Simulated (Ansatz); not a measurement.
Is this NaF structure stable?

The cell was reached from a generator's guess, though it ends in a space group that the Crystallography Open Database lists for this formula.

The calculation used DFT PBE, scalar-relativistic, plane waves, PAW (Ansatz). Settings of the last relaxation (2-atom cell): 420 eV, 8×8×8 k points, Gaussian smearing of 0.02 eV, no spin polarisation.

```xyz
2
Lattice="0.0000 2.3505 2.3505 2.3505 0.0000 2.3505 2.3505 2.3505 0.0000" Properties=species:S:1:pos:R:3 pbc="T T T"
Na    2.3505    2.3505    2.3505
F     0.0000    0.0000    0.0000
```

Formation energies are uncorrected and refer to the elements' standard structures at the same level (F₂ as a molecule).

Q: These tests were run: energy against the elements; phonons on a 4×4×4 q mesh; elastic tensor. What do they show?

A:

| test | result |
| --- | --- |
| energy against the elements | −2.711 eV/atom |
| phonons on a 4×4×4 q mesh | no imaginary mode on the mesh |
| elastic tensor | least eigenvalue 27 GPa |

It fails none of these tests. Other phases of the system weren't compared here, so this isn't yet thermodynamic stability.

The run for the phonons used an 8×8×8 k mesh. The run for the elastic tensor used an 8×8×8 k mesh.
